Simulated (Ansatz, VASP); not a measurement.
# ScAl: VASP beside Ansatz

```xyz
2
Lattice="3.2639 0.0000 0.0000 0.0000 3.2639 0.0000 0.0000 0.0000 3.2639" Properties=species:S:1:pos:R:3 pbc="T T T"
Sc    1.6320    1.6320    1.6320
Al    0.0000    0.0000    0.0000
```

Alike in both runs: functional PBEsol; k mesh 14 × 14 × 14; occupations fermi-dirac, width 0.1 eV; no spin polarisation.

Ansatz relaxed the structure, and its values are those at the end. VASP's run is a single point on that final structure, the one shown.

|  | VASP | Ansatz |
| --- | --- | --- |
| version | VASP 6.6.1 | Ansatz 0.2.0 |
| potentials or method | VASP PAW PBE potentials, release 64 (Sc_sv, Al) | PAW with Ansatz's default frozen-core files, scalar-relativistic |
| plane-wave cutoff (eV) | 520 | 420 |
| valence electrons in the cell | 14 | 14 |

|  | VASP | Ansatz | Ansatz less VASP |
| --- | --- | --- | --- |
| pressure (GPa) | 7.2 | 7.0 | -0.19 |

The functional is the same, so the differences come from potentials, cutoffs and numerics.

Caveats: the PAW data sets were made with another functional, which shifts forces and pressure a little (VASP).
